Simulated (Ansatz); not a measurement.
PbSe, DFT, PBEsol, all-electron LAPW, scalar-relativistic (Ansatz 0.2.0), run on 1 thread of Arm Neoverse V2 on a shared host.

The cell is COD entry 9008695, as deposited and not checked against the literature; nothing was relaxed. The listed cell was then made from it by scaling, straining or moving an atom.

Command: `ansatz run input.yaml --threads 1 --pin off --max-ram 3072MiB --backend cpu --events-out ev --progress --plain --runs-dir out`

```yaml
crystal:
  lattice:
    - [0.0, 3.0519086191, 3.0519086191]
    - [3.0519086191, 0.0, 3.0519086191]
    - [3.0519086191, 3.0519086191, 0.0]
  atoms:
    - { symbol: Pb, position: [0.0, 0.0, 0.0] }
    - { symbol: Se, position: [0.5, 0.5, 0.5] }
kpoints:
  mp_grid: { grid: [7, 7, 7] }
  band_path:
    path:
      - [0.0, 0.0, 0.0]
      - [0.5, 0.0, 0.5]
      - [0.625, 0.25, 0.625]
      - [0.375, 0.375, 0.75]
      - [0.0, 0.0, 0.0]
      - [0.5, 0.5, 0.5]
      - [0.5, 0.25, 0.75]
      - [0.5, 0.0, 0.5]
    npoints: 5
scf:
  occupations: { method: fermi_dirac, width: 0.02 }
hamiltonian:
  xc: pbesol
  pseudopotentials: { kind: all_electron, lapw: { basis_error: 0.0005 } }
output:
  forces: true
  stress: true
  eigenvalues: true
```

(1) How large is the problem that the program sets up?

(2) Estimate the wall time and the peak memory.

Answers

(1) 20 irreducible k-points, 339 plane waves at Γ, 36 bands.

(2) 11 s of wall time for 7 SCF iterations, with a peak of 0.29 GiB. Times on shared machines scatter by tens of per cent.
